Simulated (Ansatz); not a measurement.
Cs: phonons across the zone

These are results of DFT PBE, scalar-relativistic, plane waves, PAW (Ansatz 0.2.0), not measurements. Cutoff 420 eV, 12×12×12 k-points (Γ-centred), Fermi-Dirac smearing of 0.15 eV. No spin polarisation. Phonons by linear response, acoustic sum rule imposed.

Relaxed structure:
```
Cs
1.0
     0.00000    3.88855    3.90487
     3.87232    0.00000    3.90487
     3.87232    3.88855    0.00000
Cs
1
Direct
  0.00000 0.00000 0.00000
```

The structure comes from a generated guess, relaxed at this level; another structure or a mixture of phases may lie lower. In a metal, frequencies and elastic constants depend on the k mesh and the smearing, soft modes and shear constants most. Some empty bands missed the eigensolver's threshold. Spin–orbit coupling is left out, which matters for heavy elements. The q mesh is coarse, so values between its points are rough.

Force constants from linear response on a 2×2×2 q mesh.

Task: Is the structure dynamically stable on this mesh?

Result: Yes, on this mesh: no mode is imaginary.

Task: Give the frequencies (cm⁻¹; i marks imaginary ones) at the irreducible q points, in fractions of the reciprocal vectors.

Result:
```
                  q  star  frequencies
  0.000 0.000 0.000     1        0 0 0
 0.000 0.000 -0.500     4     13 14 34
0.000 -0.500 -0.500     1     24 24 36
-0.500 0.000 -0.500     1     24 24 36
-0.500 -0.500 0.000     1     24 24 36
```
